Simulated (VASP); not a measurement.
## C: relaxation of cell and atoms with PBE+D3(BJ)

Crystal: C.

```
CELL_PARAMETERS angstrom
2.46732 0.00000 0.00000
-1.23366 2.13676 0.00000
0.00000 0.00000 6.65258
ATOMIC_POSITIONS crystal
C 0.00000 0.00000 0.75000
C 0.00000 0.00000 0.25000
C 0.33333 0.66667 0.75000
C 0.66667 0.33333 0.25000
```

```yaml
Program: VASP 6.6.1
Task: relaxation of cell and atoms
Functional: PBE
Dispersion: D3(BJ)
Potentials_or_basis: VASP PAW PBE potentials, release 64 (C)
Cutoff: 520 eV
k_mesh: 6 × 6 × 2
Occupations: gaussian, width 0.02 eV
Spin: no spin polarisation
Further_INCAR_settings: ALGO = Fast; EDIFF = 1e-07; IBRION = 2; EDIFFG = -0.002; NSW = 80; ISIF = 3
```

| Quantity | Value |
| --- | --- |
| Relaxed volume | 8.77 Å³/atom |
| Relaxed cell | a = 2.467 Å, b = 2.467 Å, c = 6.652 Å, α = 90.00°, β = 90.00°, γ = 120.00° |
| Space group after relaxing (to 0.05 Å) | P6_3/mmc (No. 194) |
| Energy gained by relaxing | 0.0 meV/atom |
| Ionic steps | 3 |
| Pressure after relaxing | 0.0 GPa |
| Band gap on the k mesh | none (metal or under the smearing width) |
| Dispersion energy per atom | -0.158 eV |

Final structure:
```
C
1.0
     2.46725    0.00000    0.00000
    -1.23362    2.13670    0.00000
     0.00000    0.00000    6.65221
C
4
Direct
  0.00000 0.00000 0.75000
  0.00000 0.00000 0.25000
  0.33333 0.66667 0.75000
  0.66667 0.33333 0.25000
```

Levels at points of the mesh, in eV from the Fermi level:
```tsv
k point	band 4	band 5	band 6	band 7	band 8	band 9	band 10	band 11	band 12
(0.00, 0.00, 0.00)	-6.47	-3.01	-3.01	-2.99	-2.99	4.38	8.31	8.31	8.37
(0.50, 0.00, 0.00)	-13.13	-6.40	-6.34	-2.78	-2.06	1.52	2.22	7.18	7.60
(0.00, 0.00, 0.50)	-7.60	-3.00	-3.00	-3.00	-3.00	7.09	7.09	8.34	8.34
(0.50, 0.00, 0.50)	-13.19	-6.37	-6.37	-2.35	-2.35	1.66	1.66	7.38	7.38
```

Run time: 8.4 s on 4 MPI ranks on AMD EPYC 7R13 Processor (Zen 3), with other jobs on the host, peak memory 0.12 GiB a rank.

Caveat: the k mesh is coarse (spacing up to 0.49 Å⁻¹), so the values aren't converged.
